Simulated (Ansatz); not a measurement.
# Cr (Cmcm) in Ansatz: settings compared

Aim: see how the results for Cr move with the level of theory and the settings. Levels: PBE, PBE+D3(BJ). Tasks: relaxation of cell and atoms.

Everything below comes from runs of Ansatz 0.2.0. Logs are shortened: lines on timing, memory, paths and dates and some standing lists are left out, and cuts for length are marked.

## 1. The structure

It takes space group Cmcm (No. 63, orthorhombic). Conventional cell: a = 2.294 Å, b = 4.934 Å, c = 4.064 Å, α = 90.00°, β = 90.00°, γ = 90.00°. Cr (site symmetry m2m) has 8 Cr at 2.29 to 2.62 Å as nearest neighbours.

This isn't the form of Cr at room conditions, which is bcc.

## 2. Relaxation of cell and atoms, PBE, collinear spin, ferromagnetic start

The input, input.yaml:

```yaml
crystal:
  lattice:
    - [1.147050505, -2.46702512, 0.0]
    - [1.147050505, 2.46702512, 0.0]
    - [0.0, 0.0, 4.06431074]
  atoms:
    - { symbol: Cr, position: [0.87053258, 0.12946742, 0.75], spin: 3.0 }
    - { symbol: Cr, position: [0.12946742, 0.87053258, 0.25], spin: 3.0 }
hamiltonian:
  xc: pbe
  pseudopotentials: { kind: paw }
magnetization:
  spin_polarized: true
kpoints:
  mp_grid: { grid: [13, 13, 7] }
scf:
  occupations: { method: fermi_dirac, width: 0.05 }
output:
  forces: true
  stress: true
  eigenvalues: true
relax:
  f_tol: 0.01
  max_steps: 40
  cell: { stress_tol: 0.05 }
```

Potentials or basis: Ansatz PAW.

Started as:

```console
$ ansatz run input.yaml --threads 2 --pin off --max-ram 5632MiB --backend cpu --events-out ev --progress --plain --runs-dir out
```

Output:

```text
Warning: RAYON_NUM_THREADS=2 ignored (pool sized by the plan → 2); use --threads N
Engine: ansatz 0.2.0, aarch64-unknown-linux-gnu
Pseudopotentials: kind: paw
Pseudopotential: Cr, paw, valence charge 14, recommended cutoff 420 eV (normal), Cr.paw.azcp
Functional definition: PBE
  parameter kappa = 0.804
  parameter beta = 0.06672455060314922
  exchange = pbe_x(kappa = kappa, mu = beta*pi^2/3)
  correlation = pbe_c(beta = beta)
Crystal: 2 atoms, lattice volume = 23.002 Å³
Basis set: ecut = 420 eV, 459 PW (Γ), exchange–correlation on 40×40×60 points (8 copies of the dense FFT grid, shifted against one another)
Bands: 21, of which v1, the nominal top of the filled ones, is band 14 counted from 1 (13 counted from 0)
Symmetry: 8 space group operations
Space group: Cmcm (ITA 63), of the structure as read, at distance tolerance 2.8e-5 Å
Magnetic group: BNS 63.457 (UNI 555), of the structure as read, at distance tolerance 2.8e-5 Å
k-points: 196 of 1183
Non-local potential: Cr, projectors of the file, l = 0: 3, l = 1: 2, l = 2: 3, l = 3: 1
PAW form: soft (Blöchl's): semilocal exchange-correlation on the pseudo side does not see the compensation charge
PAW one-centre angular grid: Cr, 590 points (default); XC on 64 Gauss nodes
Initial density: superposition of atomic densities (chi_scale 0.1, normalization cell)
Starting moments: Σ|m| = 6 μB on 2 of 2 sites
Initial wavefunctions: pseudopotential atomic-orbital guess
Functional: x = pbe(κ = 0.804, μ = 0.2195149727645171), c = pbe(β = 0.06672455060314922)
SCF iter   1: F=—  HF=-6755.521501 eV  |F-HF|=—  |Δ(HF+E_count)|=         —  Δρ=1.86e-1 (↑1.86e-1 ↓6.18e-2)  dr2=7.62e0  dr2_m=1.99e0  M=3.470 μB ∫|m|=3.470 μB  β_m=0.30  ethr=3.10e-3  ⟨swp⟩=3.5  Hψ=28699  notcnv=0
Mixer restart at iter 1: flushing history
preconditioner: auto → none  [metal: Δε(μ)=0.001 eV  Ē_g=7.421 eV  σ=0.050 eV  W_gap=0.01  n_scr=4 (ndim 8)  ℏωp=26.8 eV  f_vac=0.000  D(μ)=2.24/eV (n_scr^D=26)  sad-step TF]
SCF iter   2: F=—  HF=-6753.672566 eV  |F-HF|=—  |Δ(HF+E_count)|=    1.85e0  Δρ=1.17e-1 (↑1.17e-1 ↓4.82e-2)  dr2=2.57e0  dr2_m=1.04e0  M=3.295 μB ∫|m|=3.295 μB  β_m=0.53  ethr=3.10e-3  ⟨swp⟩=2.5  Hψ=18265  notcnv=0  defer=272
SCF iter   3: F=—  HF=-6753.733649 eV  |F-HF|=—  |Δ(HF+E_count)|=   6.11e-2  Δρ=4.76e-2 (↑4.76e-2 ↓3.95e-2)  dr2=7.74e-2  dr2_m=3.76e-1  M=2.494 μB ∫|m|=2.501 μB  β_m=0.76  ethr=3.10e-3  ⟨swp⟩=2.6  Hψ=15530  notcnv=0  defer=272
SCF iter   4: F=—  HF=-6755.099129 eV  |F-HF|=—  |Δ(HF+E_count)|=         —  Δρ=8.82e-2 (↑8.82e-2 ↓6.95e-2)  dr2=7.70e-2  dr2_m=1.30e0  M=0.293 μB ∫|m|=0.347 μB  β_m=1.00  ethr=2.76e-4  ⟨swp⟩=2.6  Hψ=18233  notcnv=0  defer=273
Mixer restart at iter 4: flushing history
SCF iter   5: F=—  HF=-6754.928549 eV  |F-HF|=—  |Δ(HF+E_count)|=   1.71e-1  Δρ=3.00e-2 (↑1.41e-2 ↓3.00e-2)  dr2=2.99e-1  dr2_m=1.66e-2  M=0.150 μB ∫|m|=0.167 μB  β_m=0.76  ethr=1.79e-4  ⟨swp⟩=3.0  Hψ=18812  notcnv=0  defer=273
SCF iter   6: F=—  HF=-6754.997969 eV  |F-HF|=—  |Δ(HF+E_count)|=   6.94e-2  Δρ=3.33e-2 (↑3.33e-2 ↓2.18e-2)  dr2=4.85e-1  dr2_m=8.56e-3  M=0.073 μB ∫|m|=0.084 μB  β_m=0.48  ethr=1.79e-4  ⟨swp⟩=3.1  Hψ=21513  notcnv=0  defer=205
SCF iter   7: F=—  HF=-6754.811987 eV  |F-HF|=—  |Δ(HF+E_count)|=   1.86e-1  Δρ=9.24e-3 (↑9.24e-3 ↓2.72e-3)  dr2=9.53e-3  dr2_m=6.73e-3  M=0.076 μB ∫|m|=0.086 μB  β_m=0.78  ethr=1.79e-4  ⟨swp⟩=2.4  Hψ=17763  notcnv=0  defer=291
SCF iter   8: F=—  HF=-6754.809032 eV  |F-HF|=—  |Δ(HF+E_count)|=   2.96e-3  Δρ=1.29e-3 (↑1.29e-3 ↓2.52e-4)  dr2=2.76e-4  dr2_m=9.23e-5  M=-0.007 μB ∫|m|=0.009 μB  β_m=0.73  ethr=3.40e-5  ⟨swp⟩=2.6  Hψ=16957  notcnv=0  defer=305
[... 172 lines left out ...]
SCF converged after 4 iterations
Magnetization: -0.0000 μB (14.0000 up, 14.0000 down)
Absolute magnetization: 0.0000 μB (∫|ρ↑−ρ↓|, with the PAW one-centre terms)
Spin contamination: 0.0000 ħ² per cell (⟨S²⟩ above its minimum at these occupations)
Per-site moments (μB) at R_I (Å): [(-4.82765806169674e-7, 0.9484847867734674), (-4.8276580603693e-7, 0.9484847867734674)]
Free energy (F): -6754.844735 eV
Harris-Foulkes:  -6754.844735 eV  (|F-HF|=0.00e0)
Internal energy: -6754.819738 eV  (E = F + TS)
E sigma→0 (E₀):  -6754.832237 eV
Entropy (-TS):   -0.024997 eV (-12.498 meV/atom)
Fermi energy:    18.842590 eV
--- Per-component energies (eV) ---
  E_band       = -300.904818
  E_kinetic    = 687.348023
  E_local      = -2415.424898  (includes V_loc(G=0)·N_el)
  E_nonlocal   = 158.352612
  E_hartree    = 1053.090385
  E_xc         = -280.018357
  E_vxc        = -357.269385  (∫ρ·V_xc dr)
  E_paw        = -2390.576358  (= ΣΔE_a)
  E_vpaw       = -480.092801  (= ΣTr[D̂ρ^β])
  E_aug_tail   = 0.000714  (compensation charges beyond the density's cutoff)
  E_ewald      = -3567.591861
  E_smearing   = -0.024997  (= −TS)
  E_closure    = 0.000000  (closes the sum)
  Σ components = -6754.844735   (vs F -6754.844735, Δ=0.00e0)
--- Forces (eV/Å), atoms counted from 1 ---
  atom   1  Cr     0.00000000    -0.00045341     0.00000000
  atom   2  Cr    -0.00000000     0.00045341     0.00000000
  max |Σ_I F_I| component: 0.00e0 eV/Å
--- Stress (GPa, compression-positive) ---
        0.009588       0.000000      -0.000000
        0.000000      -0.012567       0.000000
       -0.000000       0.000000       0.025687
  P = ⅓ Tr σ = 0.0076 GPa (0.076 kbar)
--- Band table (eV; the first three rows and the last of 392) ---
  k-point 0 ↑: bands = ["-52.8872", "-52.7324", "-24.4951", "-23.9570", "-23.7906", "-23.7175", "-23.5445", "-23.5127", "11.1191", "14.6398", "16.8258", "17.0631", "18.4680", "18.5981", "19.2174", "19.8063", "19.9003", "20.4399", "20.9078", "21.1489", "27.7028"]
  k-point 1 ↑: bands = ["-52.8796", "-52.7402", "-24.4578", "-23.9490", "-23.7989", "-23.7571", "-23.5429", "-23.5143", "11.3206", "14.6028", "16.8328", "17.0461", "18.4643", "18.6068", "18.7474", "19.7127", "19.8233", "20.5703", "20.9667", "21.0098", "28.5020"]
  k-point 2 ↑: bands = ["-52.8583", "-52.7618", "-24.3528", "-23.9278", "-23.8662", "-23.8221", "-23.5385", "-23.5187", "11.8988", "14.3657", "16.8832", "17.0061", "17.8968", "18.1177", "18.9824", "19.5756", "19.6702", "20.6274", "20.8060", "21.0632", "30.4276"]
  k-point 195 ↓: bands = ["-52.7476", "-52.7430", "-24.4774", "-24.4623", "-23.9102", "-23.8897", "-23.5974", "-23.5724", "14.5810", "14.7027", "16.0407", "16.2823", "18.8416", "19.1431", "20.1924", "20.6124", "21.1697", "21.2166", "21.2940", "21.6355", "27.7397"]
--- Relaxed structure (9 steps of the walk, 8 accepted, 2 SCFs on fresh bases) ---
  F+E_penalty+E_count = -6754.84473498 eV   max|allowed force component| = 4.534e-4 eV/Å   (the final SCF, on the basis selected at the relaxed cell)
  cell:  # Å, volume = 23.6749 Å³
    - [1.1496785294223846, -2.430252413954274, 0.0]
    - [1.1496785294223846, 2.430252413954274, 0.0]
    - [0.0, 0.0, 4.2367267148942735]
  atoms:
    - { symbol: Cr, position: [0.8601680796455644, 0.13983192035443553, 0.75] }
    - { symbol: Cr, position: [0.13983192035443553, 0.8601680796455644, 0.24999999999999997] }
```

It took 93 s on 2 threads of Arm Neoverse V1, shared host; peak memory 0.44 GiB.

Results:

| Item | Value |
| --- | --- |
| Free energy | -6754.8447 eV |
| Relaxed volume | 11.84 Å³/atom |
| Relaxed cell | a = 2.688 Å, b = 2.688 Å, c = 4.237 Å, α = 90.00°, β = 90.00°, γ = 129.37° |
| Space group after relaxing (to 0.05 Å) | Cmcm (No. 63) |
| Energy gained by relaxing | 17.9 meV/atom |
| Ionic steps | 10 |
| Pressure after relaxing | 0.0 GPa |
| Band gap on the k mesh | none (metal or under the smearing width) |
| Net moment | 0.00 μB per cell |
| Absolute moment | 0.00 μB per cell |

The path:
```tsv
step	energy change (eV)	largest force (eV/Å)	volume (Å³)
1	0.0000	0.1816	23.00
2	-0.0207	0.1515	23.50
3	-0.0293	0.0952	23.70
4	-0.0326	0.0008	23.67
5	-0.0347	0.0096	23.70
6	-0.0350	0.0010	23.67
7	-0.0350	0.0002	23.67
8	-0.0357	0.0001	23.67
9	-0.0357	0.0005	23.67
10	-0.0357	0.0005	23.67
```

Final structure:
```xyz
2
Lattice="1.1497 -2.4303 0.0000 1.1497 2.4303 0.0000 0.0000 0.0000 4.2367" Properties=species:S:1:pos:R:3 pbc="T T T"
Cr    1.1497   -1.7506    3.1775
Cr    1.1497    1.7506    1.0592
```

Caveat: the starting moments collapsed, and a magnetic state may lie lower; the plane-wave basis is chosen anew once the cell has moved, so the energies of steps on either side of that aren't comparable; the starting moments weren't kept.

## 3. Relaxation of cell and atoms, PBE+D3(BJ), collinear spin, ferromagnetic start

Edit input.yaml of step 2 so:

```diff
@@ -11,2 +11,3 @@
   pseudopotentials: { kind: paw }
+  dispersion: d3bj
 magnetization:
@@ -21,2 +22,6 @@
   eigenvalues: true
+  write_density: true
+  write_potential: true
+  elf: true
+  volumetric_format: npy
 relax:
```

Potentials or basis: Ansatz PAW.

Started as:

```console
$ ansatz run input.yaml --threads 2 --pin off --max-ram 5632MiB --backend cpu --events-out ev --progress --plain --runs-dir out
```

Output:

```text
Warning: RAYON_NUM_THREADS=2 ignored (pool sized by the plan → 2); use --threads N
Engine: ansatz 0.2.0, aarch64-unknown-linux-gnu
Pseudopotentials: kind: paw
Pseudopotential: Cr, paw, valence charge 14, recommended cutoff 420 eV (normal), Cr.paw.azcp
Functional definition: PBE
  parameter kappa = 0.804
  parameter beta = 0.06672455060314922
  exchange = pbe_x(kappa = kappa, mu = beta*pi^2/3)
  correlation = pbe_c(beta = beta)
Crystal: 2 atoms, lattice volume = 23.002 Å³
Basis set: ecut = 420 eV, 459 PW (Γ), exchange–correlation on 40×40×60 points (8 copies of the dense FFT grid, shifted against one another)
Bands: 21, of which v1, the nominal top of the filled ones, is band 14 counted from 1 (13 counted from 0)
Symmetry: 8 space group operations
Space group: Cmcm (ITA 63), of the structure as read, at distance tolerance 2.8e-5 Å
Magnetic group: BNS 63.457 (UNI 555), of the structure as read, at distance tolerance 2.8e-5 Å
k-points: 196 of 1183
Non-local potential: Cr, projectors of the file, l = 0: 3, l = 1: 2, l = 2: 3, l = 3: 1
PAW form: soft (Blöchl's): semilocal exchange-correlation on the pseudo side does not see the compensation charge
PAW one-centre angular grid: Cr, 590 points (default); XC on 64 Gauss nodes
Initial density: superposition of atomic densities (chi_scale 0.1, normalization cell)
Starting moments: Σ|m| = 6 μB on 2 of 2 sites
Initial wavefunctions: pseudopotential atomic-orbital guess
Functional: x = pbe(κ = 0.804, μ = 0.2195149727645171), c = pbe(β = 0.06672455060314922)
SCF iter   1: F=—  HF=-6756.516075 eV  |F-HF|=—  |Δ(HF+E_count)|=         —  Δρ=1.86e-1 (↑1.86e-1 ↓6.18e-2)  dr2=7.62e0  dr2_m=1.99e0  M=3.470 μB ∫|m|=3.470 μB  β_m=0.30  ethr=3.10e-3  ⟨swp⟩=3.5  Hψ=28699  notcnv=0
Mixer restart at iter 1: flushing history
preconditioner: auto → none  [metal: Δε(μ)=0.001 eV  Ē_g=7.421 eV  σ=0.050 eV  W_gap=0.01  n_scr=4 (ndim 8)  ℏωp=26.8 eV  f_vac=0.000  D(μ)=2.24/eV (n_scr^D=26)  sad-step TF]
SCF iter   2: F=—  HF=-6754.667140 eV  |F-HF|=—  |Δ(HF+E_count)|=    1.85e0  Δρ=1.17e-1 (↑1.17e-1 ↓4.82e-2)  dr2=2.57e0  dr2_m=1.04e0  M=3.295 μB ∫|m|=3.295 μB  β_m=0.53  ethr=3.10e-3  ⟨swp⟩=2.5  Hψ=18265  notcnv=0  defer=272
SCF iter   3: F=—  HF=-6754.728223 eV  |F-HF|=—  |Δ(HF+E_count)|=   6.11e-2  Δρ=4.76e-2 (↑4.76e-2 ↓3.95e-2)  dr2=7.74e-2  dr2_m=3.76e-1  M=2.494 μB ∫|m|=2.501 μB  β_m=0.76  ethr=3.10e-3  ⟨swp⟩=2.6  Hψ=15530  notcnv=0  defer=272
SCF iter   4: F=—  HF=-6756.093703 eV  |F-HF|=—  |Δ(HF+E_count)|=         —  Δρ=8.82e-2 (↑8.82e-2 ↓6.95e-2)  dr2=7.70e-2  dr2_m=1.30e0  M=0.293 μB ∫|m|=0.347 μB  β_m=1.00  ethr=2.76e-4  ⟨swp⟩=2.6  Hψ=18233  notcnv=0  defer=273
Mixer restart at iter 4: flushing history
SCF iter   5: F=—  HF=-6755.923123 eV  |F-HF|=—  |Δ(HF+E_count)|=   1.71e-1  Δρ=3.00e-2 (↑1.41e-2 ↓3.00e-2)  dr2=2.99e-1  dr2_m=1.66e-2  M=0.150 μB ∫|m|=0.167 μB  β_m=0.76  ethr=1.79e-4  ⟨swp⟩=3.0  Hψ=18812  notcnv=0  defer=273
[... 169 lines left out ...]
Internal energy: -6755.800118 eV  (E = F + TS)
E sigma→0 (E₀):  -6755.812313 eV
Entropy (-TS):   -0.024389 eV (-12.195 meV/atom)
Fermi energy:    19.475022 eV
--- Per-component energies (eV) ---
  E_band       = -283.844777
  E_kinetic    = 689.032126
  E_local      = -2365.838258  (includes V_loc(G=0)·N_el)
  E_nonlocal   = 158.862749
  E_hartree    = 1036.517132
  E_xc         = -280.590439
  E_vxc        = -358.054946  (∫ρ·V_xc dr)
  E_paw        = -2391.042277  (= ΣΔE_a)
  E_vpaw       = -480.881462  (= ΣTr[D̂ρ^β])
  E_aug_tail   = 0.000704  (compensation charges beyond the density's cutoff)
  E_ewald      = -3601.747633
  E_disp       = -0.994221  (pairwise vdW)
  E_smearing   = -0.024389  (= −TS)
  E_closure    = 0.000000  (closes the sum)
  Σ components = -6755.824507   (vs F -6755.824507, Δ=0.00e0)
--- Forces (eV/Å), atoms counted from 1 ---
  atom   1  Cr     0.00000000     0.00015115     0.00000000
  atom   2  Cr    -0.00000000    -0.00015115     0.00000000
  max |Σ_I F_I| component: 2.71e-20 eV/Å
--- Stress (GPa, compression-positive) ---
       -0.002033       0.000000      -0.000000
        0.000000      -0.001194       0.000000
       -0.000000       0.000000      -0.006948
  P = ⅓ Tr σ = -0.0034 GPa (-0.034 kbar)
--- Band table (eV; the first three rows and the last of 392) ---
  k-point 0 ↑: bands = ["-52.2624", "-52.0879", "-23.9013", "-23.3031", "-23.1205", "-23.0453", "-22.8679", "-22.8343", "11.6523", "15.1491", "17.3978", "17.6387", "19.0805", "19.2245", "19.9120", "20.4527", "20.5495", "21.1262", "21.6004", "21.8838", "28.6726"]
  k-point 1 ↑: bands = ["-52.2538", "-52.0966", "-23.8603", "-23.2945", "-23.1296", "-23.0889", "-22.8662", "-22.8359", "11.8593", "15.1214", "17.4041", "17.6214", "19.0846", "19.2255", "19.4277", "20.3550", "20.4681", "21.2619", "21.6642", "21.7374", "29.4775"]
  k-point 2 ↑: bands = ["-52.2299", "-52.1211", "-23.7450", "-23.2718", "-23.2086", "-23.1550", "-22.8615", "-22.8406", "12.4521", "14.9125", "17.4548", "17.5809", "18.5357", "18.7228", "19.6171", "20.2108", "20.3074", "21.3358", "21.5079", "21.7694", "31.4178"]
  k-point 195 ↓: bands = ["-52.1047", "-52.0995", "-23.8791", "-23.8628", "-23.2549", "-23.2330", "-22.9271", "-22.8996", "15.0894", "15.2134", "16.5697", "16.8269", "19.5260", "19.8340", "20.8568", "21.2981", "21.9023", "21.9364", "22.0184", "22.3834", "28.7174"]
--- Relaxed structure (8 steps of the walk, 8 accepted, 2 SCFs on fresh bases) ---
  F+E_penalty+E_count = -6755.82450726 eV   max|allowed force component| = 1.511e-4 eV/Å   (the final SCF, on the basis selected at the relaxed cell)
  cell:  # Å, volume = 23.0133 Å³
    - [1.140450383325367, -2.4054049232952868, 0.0]
    - [1.140450383325367, 2.4054049232952868, 0.0]
    - [0.0, 0.0, 4.194548565588975]
  atoms:
    - { symbol: Cr, position: [0.8606186174295352, 0.13938138257046478, 0.75] }
    - { symbol: Cr, position: [0.13938138257046478, 0.8606186174295352, 0.25] }
```

v_z.tsv:

```text
# z_ang	v_es[eV]	v_tot_up[eV]	v_tot_dn[eV]
# format = ansatz-planar-average/11
# xc	pbe
# density_cutoff_ev	1680
# datasets	Cr=:simpson_from_first_knot:soft
# lattice	1.140450383	-2.405404923	0.000000000
# lattice	1.140450383	2.405404923	0.000000000
# lattice	0.000000000	0.000000000	4.194548566
# sites	2
# site	24	1.140450383	-1.734867596	3.145911424
# site	24	1.140450383	1.734867596	1.048637141
0.000000	1.779027e1	6.817523e0	6.817524e0
0.139818	1.698330e1	5.931238e0	5.931238e0
0.279637	1.457064e1	3.110345e0	3.110345e0
0.419455	1.116124e1	-1.112264e0	-1.112266e0
0.559273	7.673299e0	-5.665442e0	-5.665444e0
0.699091	4.798899e0	-9.640065e0	-9.640067e0
[... 22 lines left out ...]
3.914912	1.457064e1	3.110345e0	3.110345e0
4.054730	1.698330e1	5.931238e0	5.931238e0
```

Wall time 93 s (2 threads of Arm Neoverse V1, shared host); peak memory 0.44 GiB.

Results:

```yaml
Free_energy: -6755.8245 eV
Relaxed_volume: 11.51 Å³/atom
Relaxed_cell: a = 2.662 Å, b = 2.662 Å, c = 4.195 Å, α = 90.00°, β = 90.00°, γ = 129.27°
Space_group_after_relaxing_to_0.05_Å: Cmcm (No. 63)
Energy_gained_by_relaxing: 10.5 meV/atom
Ionic_steps: 10
Pressure_after_relaxing: 0.0 GPa
Band_gap_on_the_k_mesh: none (metal or under the smearing width)
Net_moment: 0.00 μB per cell
Absolute_moment: 0.00 μB per cell
```

The path:
| step | energy change (eV) | largest force (eV/Å) | volume (Å³) |
| --- | --- | --- | --- |
| 1 | 0.0000 | 0.1831 | 23.00 |
| 2 | -0.0091 | 0.1392 | 22.94 |
| 3 | -0.0182 | 0.0751 | 23.15 |
| 4 | -0.0197 | 0.0056 | 22.87 |
| 5 | -0.0208 | 0.0041 | 23.02 |
| 6 | -0.0208 | 0.0002 | 23.01 |
| 7 | -0.0208 | 0.0000 | 23.01 |
| 8 | -0.0209 | 0.0001 | 23.01 |
| 9 | -0.0209 | 0.0001 | 23.01 |
| 10 | -0.0209 | 0.0002 | 23.01 |

Final structure:
```cif
data_structure
_symmetry_space_group_name_H-M 'P 1'
_symmetry_Int_Tables_number 1
_cell_length_a 2.6621
_cell_length_b 2.6621
_cell_length_c 4.1945
_cell_angle_alpha 90.000
_cell_angle_beta 90.000
_cell_angle_gamma 129.267
_cell_volume 23.01
loop_
_atom_site_label
_atom_site_type_symbol
_atom_site_fract_x
_atom_site_fract_y
_atom_site_fract_z
_atom_site_occupancy
Cr1 Cr 0.86062 0.13938 0.75000 1
Cr2 Cr 0.13938 0.86062 0.25000 1
```

Levels at points of the mesh, in eV from the Fermi level:
Spin up:
| k point | band 10 | band 11 | band 12 | band 13 | band 14 | band 15 | band 16 | band 17 | band 18 | band 19 |
| --- | --- | --- | --- | --- | --- | --- | --- | --- | --- | --- |
| (0.00, 0.00, 0.00) | -4.33 | -2.08 | -1.84 | -0.39 | -0.25 | 0.44 | 0.98 | 1.07 | 1.65 | 2.13 |
Spin down:
```
           k point  band 10  band 11  band 12  band 13  band 14  band 15  band 16  band 17  band 18  band 19
(0.00, 0.00, 0.00)    -4.33    -2.08    -1.84    -0.39    -0.25     0.44     0.98     1.07     1.65     2.13
```

Caveat: the starting moments collapsed, and a magnetic state may lie lower; the plane-wave basis is chosen anew once the cell has moved, so the energies of steps on either side of that aren't comparable; pairwise dispersion overbinds metals, which lowers pressure and volume; the starting moments weren't kept.
